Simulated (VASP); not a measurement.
Input of a VASP 6.6.1 run:

The input INCAR:

```
SYSTEM = Nb
ALGO = Normal
EDIFF = 1E-7
EDIFFG = -0.005
ENCUT = 600
GGA = RP
IBRION = 2
ISIF = 3
ISMEAR = 1
LASPH = .True.
LCHARG = .False.
LREAL = .False.
LWAVE = .False.
NELM = 80
NSW = 90
PREC = Accurate
SIGMA = 0.1
```

The input KPOINTS:

```
k-points
0
Gamma
  16 16 16
  0 0 0
```

The input POSCAR:

```
Nb                                      
1.0
   -1.6626664559      1.6626664559      1.6626664559
    1.6626664559     -1.6626664559      1.6626664559
    1.6626664559      1.6626664559     -1.6626664559
  Nb            
     1
Direct
     0.0000000000000000    0.0000000000000000    0.0000000000000000
```

Potentials or basis: VASP PAW PBE potentials, release 64 (Nb_sv).

Launch:

```console
$ cat potpaw_PBE.64/Nb_sv/POTCAR > POTCAR
$ mpirun -np 1 vasp_std > vasp.out
```

Task: Predict the band gap on the k mesh.

Result: None (metal or under the smearing width).

Final structure:
```
Nb
1.0
    -1.66267    1.66267    1.66267
     1.66267   -1.66267    1.66267
     1.66267    1.66267   -1.66267
Nb
1
Direct
  0.00000 0.00000 0.00000
```

Caveat: the relaxation stopped at its first step, so nothing moved.
